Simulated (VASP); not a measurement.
Wanted: the native input for a VASP 6.6.1 run.

| Item | Value |
| --- | --- |
| Task | relaxation of shape and atoms at fixed volume |
| Functional | PBEsol |
| Potentials or basis | VASP PAW PBE potentials, release 64 (Hf_pv) |
| Cutoff | 600 eV |
| k mesh | 15 × 15 × 7 |
| Occupations | methfessel-paxton, width 0.1 eV |
| Spin | no spin polarisation |
| Further INCAR settings | ALGO = Normal; EDIFF = 1e-07; IBRION = 2; EDIFFG = -0.01; NSW = 40; ISIF = 4 |

The structure of Hf lies in POSCAR:

```
Hf                                      
1.0
    3.1133377922     -0.0000000000     -0.0000000000
   -1.5566688961      2.6962296186     -0.0000000000
   -0.0000000000      0.0000000000      4.9226602402
  Hf            
     2
Direct
     0.3333333332999970    0.6666666667000030    0.2500000000000000
     0.6666666667000030    0.3333333332999970    0.7500000000000000
```

The cell isn't the ideal one: a relaxed cell with its volume scaled by 0.96.

The input as run:

INCAR

```
PREC = Accurate ; ENCUT = 600
EDIFF = 1E-7 ; ISMEAR = 1
SIGMA = 0.1 ; LREAL = F
LASPH = T ; NELM = 80
ALGO = Normal ; ISIF = 4
LWAVE = F ; LCHARG = F
GGA = PS ; IBRION = 2
NSW = 40 ; EDIFFG = -0.01
```

KPOINTS

```
Automatic mesh
0
Gamma
  15 15 7
```

Potentials or basis: VASP PAW PBE potentials, release 64 (Hf_pv).

Run with:

```console
$ cat potpaw_PBE.64/Hf_pv/POTCAR > POTCAR
$ mpirun -np 1 vasp_std > vasp.out
```

Results of the run:

The energy gained by relaxing is 0.0 meV/atom, the ionic steps are 2 and the pressure after relaxing is 5.0 GPa. The band gap on the k mesh is none (metal or under the smearing width).

Caveat: the PAW data sets were made with another functional, which shifts forces and pressure a little.

Wall time 53 s on 1 thread of Intel(R) Xeon(R) Platinum 8488C (Sapphire Rapids), with other jobs on the host, peak memory 0.22 GiB.
